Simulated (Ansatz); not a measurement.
Wires are cut from relaxed bulk Ti (P6_3/mmc, 17.39 Å³/atom, gap on the mesh 0.00 eV); atoms and period are relaxed, and energies count from that bulk.

Method: DFT PBE, scalar-relativistic, plane waves, PAW in Ansatz.

Cutoff 420 eV; k points 1×1×12 on the computed 16-atom cell (Γ-centred); Gaussian smearing, width 0.05 eV; no spin polarisation.

Start ([001] wire, 16 host atoms a period):

```
CELL_PARAMETERS angstrom
14.90000 0.00000 0.00000
0.00000 16.90000 0.00000
0.00000 0.00000 4.65043
ATOMIC_POSITIONS crystal
Ti 0.30278 0.32432 0.25000
Ti 0.50000 0.32432 0.25000
Ti 0.40139 0.47490 0.25000
Ti 0.30278 0.62549 0.25000
Ti 0.69722 0.32432 0.25000
Ti 0.59861 0.47490 0.25000
Ti 0.50000 0.62549 0.25000
Ti 0.69722 0.62549 0.25000
Ti 0.40139 0.27412 0.75000
Ti 0.30278 0.42471 0.75000
Ti 0.59861 0.27412 0.75000
Ti 0.50000 0.42471 0.75000
Ti 0.40139 0.57529 0.75000
Ti 0.69722 0.42471 0.75000
Ti 0.59861 0.57529 0.75000
Ti 0.50000 0.72588 0.75000
```

Task: What does the relaxation give?

Result: The free energy falls by 141 meV/atom.

| Item | Value |
| --- | --- |
| excess energy (eV per host atom) | 1.055 |
| line energy (eV/Å) | 3.948 |
| period (Å) | 4.277 |
| gap on the mesh (eV) | 0 |

Relaxed structure:
```xyz
16
Lattice="14.9000 0.0000 0.0000 0.0000 16.9000 0.0000 0.0000 0.0000 4.2773" Properties=species:S:1:pos:R:3 pbc="T T T"
Ti    4.7710    5.7251    1.0693
Ti    7.4500    5.1096    1.0693
Ti    6.0609    8.0489    1.0693
Ti    4.5685   10.1833    1.0693
Ti   10.1290    5.7251    1.0693
Ti    8.8391    8.0489    1.0693
Ti    7.4500   10.7330    1.0693
Ti   10.3315   10.1833    1.0693
Ti    6.0639    4.5518    3.2080
Ti    4.4392    7.6818    3.2080
Ti    8.8361    4.5518    3.2080
Ti    7.4500    6.9095    3.2080
Ti    6.1321    9.7155    3.2080
Ti   10.4608    7.6818    3.2080
Ti    8.7679    9.7155    3.2080
Ti    7.4500   12.1522    3.2080
```

Each run keeps its start's symmetry and one magnetic start, so lower states can exist.

It took 19 min on 4 threads of AMD EPYC 7571 (shared host), peak memory 3 GiB.